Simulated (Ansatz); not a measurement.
**Si (P6/mmm): scan of the energy under strain in Python**

What does a strain cost in Si (P6/mmm)? A script is to give a scan of the energy under strain; the system is Si (P6/mmm).

Program: Ansatz 0.2.0, driven from Python. Level of theory: DFT PBE, plane waves, PAW. These are calculated values, not measurements.

### Step 1. The system

The structure is hexagonal, space group P6/mmm (No. 191). Conventional cell: a = 2.527 Å, b = 2.527 Å, c = 2.373 Å, α = 90.00°, β = 90.00°, γ = 120.00°. Si (site symmetry 6/mmm) is surrounded by 8 Si at 2.37 to 2.53 Å.

No structure file is read: the coordinates are typed or built in the script.

### Step 2. Script

run_strain.py

```python
"""A shear strain scan of Si."""

import ansatz as az
import matplotlib.pyplot as plt
import numpy as np

vectors0 = np.array([
    [2.527, 0.0, 0.0],
    [-1.2635, 2.18845, 0.0],
    [0.0, 0.0, 2.373],
])
sites = [
    ("Si", (0.0, 0.0, 0.0)),
]


def crystal_on(cell):
    crystal = az.Crystal(lattice=az.Lattice.of(cell))
    for symbol, position in sites:
        crystal = crystal.atom(symbol, position)
    return crystal


def main() -> None:
    # clamped ions: the fractional positions stay as typed
    values = np.linspace(-0.01, 0.01, 5)
    energies = []
    for d in values:
        strain = np.array([[0, d / 2, 0], [d / 2, 0, 0], [0, 0, 0]])
        cell = vectors0 @ (np.eye(3) + strain)
        base = crystal_on(cell).calculation()
        base = base.functional("pbe").occupations("fermi_dirac")
        base = base.basis(17 * az.Ha)
        base = base.kpoints(16, 16, 14)
        summary = base.run().report
        energies.append(summary["free_energy_ev"] / len(sites))
        print(f"d = {d:+.4f}  F = {energies[-1]:.5f} eV/atom")
    energies = np.array(energies)

    for value, e in zip(values, energies):
        print(f"strain {value:7.3f}   E - Emin = {1000 * (e - energies.min()):9.3f} meV/atom")
    plt.figure(figsize=(4.5, 3))
    plt.plot(values, 1000 * (energies - energies.min()), "o-")
    plt.xlabel("strain")
    plt.ylabel("meV/atom")
    plt.tight_layout()
    plt.savefig("strain.png", dpi=100)
    curvature = 2 * np.polyfit(values, energies, 3)[1]
    volume = abs(np.linalg.det(vectors0)) / len(sites)
    print(f"d2E/dd2 over the volume: {curvature / volume * 160.21766:.1f} GPa")


if __name__ == "__main__":
    main()
```

### Step 3. What the engine is handed

The package turns the script's settings into the engine's input (first run):

```yaml
crystal:
  lattice:
    - [2.527, -0.012635, 0.0]
    - [-1.27444225, 2.1947675, 0.0]
    - [0.0, 0.0, 2.373]
  atoms:
    - { symbol: Si, position: [0.0, 0.0, 0.0] }
basis:
  ecutwfc: 462.593566181796
kpoints:
  mp_grid:
    grid: [16, 16, 14]
hamiltonian:
  xc: pbe
scf:
  occupations:
    method: fermi_dirac
```

### Step 4. The run

Run with:

```bash
$ python run_strain.py
```

The log of the run:

```text
d = -0.0100  F = -635.39663 eV/atom
d = -0.0050  F = -635.39673 eV/atom
d = +0.0000  F = -635.39677 eV/atom
d = +0.0050  F = -635.39673 eV/atom
d = +0.0100  F = -635.39663 eV/atom
strain  -0.010   E - Emin =     0.140 meV/atom
strain  -0.005   E - Emin =     0.034 meV/atom
strain   0.000   E - Emin =     0.000 meV/atom
strain   0.005   E - Emin =     0.034 meV/atom
strain   0.010   E - Emin =     0.140 meV/atom
d2E/dd2 over the volume: 34.3 GPa
```

It took 26 s on 1 thread of Arm Neoverse V1, shared host; peak memory 0.48 GiB.

### Step 5. Inputs of later runs

The engine's inputs for some of the other runs:

Run 2, against run 1:

```diff
@@ -3,2 +3,2 @@
-    - [2.527, -0.012635, 0.0]
-    - [-1.27444225, 2.1947675, 0.0]
+    - [2.527, -0.0063175, 0.0]
+    - [-1.268971125, 2.19160875, 0.0]
```

Run 4, against run 1:

```diff
@@ -3,2 +3,2 @@
-    - [2.527, -0.012635, 0.0]
-    - [-1.27444225, 2.1947675, 0.0]
+    - [2.527, 0.006317499999999999, 0.0]
+    - [-1.2580288750000002, 2.18529125, 0.0]
```

Run 5, against run 1:

```diff
@@ -3,2 +3,2 @@
-    - [2.527, -0.012635, 0.0]
-    - [-1.27444225, 2.1947675, 0.0]
+    - [2.527, 0.012635, 0.0]
+    - [-1.25255775, 2.1821325, 0.0]
```

### Step 6. What each run gave

One row for each of the 5 runs:

```
run  strain  energy from run 3 (meV/atom)  SCF cycles  CPU time (s)
  1  -0.010                          0.14           6           6.2
  2  -0.005                          0.03           6             6
  3   0.000                          0.00           6           1.3
  4   0.005                          0.03           6           5.5
  5   0.010                          0.14           6           5.6
```

Energies are free energies F = E - TS of the smeared occupations. 

### Step 7. Outcome

| quantity | value |
| --- | --- |
| curvature under the strain | 34.3 GPa |
| runs compared | 5 |
| range of energy | 0.14 meV/atom |
| lowest point, strain | 0.000 |

**Reading.** Against the unstrained cell the energy per atom changes by +0.14 meV at one end of the scan and +0.14 meV at the other, and its second derivative over the volume is 34.3 GPa. The curvature belongs to this strain pattern and to the cell's stress; it equals a single elastic constant only for simple patterns. In a metal a curvature from energy changes of a few meV or less hangs on mesh and smearing, in size and even in sign. This isn't the structure that Si takes at ambient conditions. The ions keep their fractional positions (clamped ions).
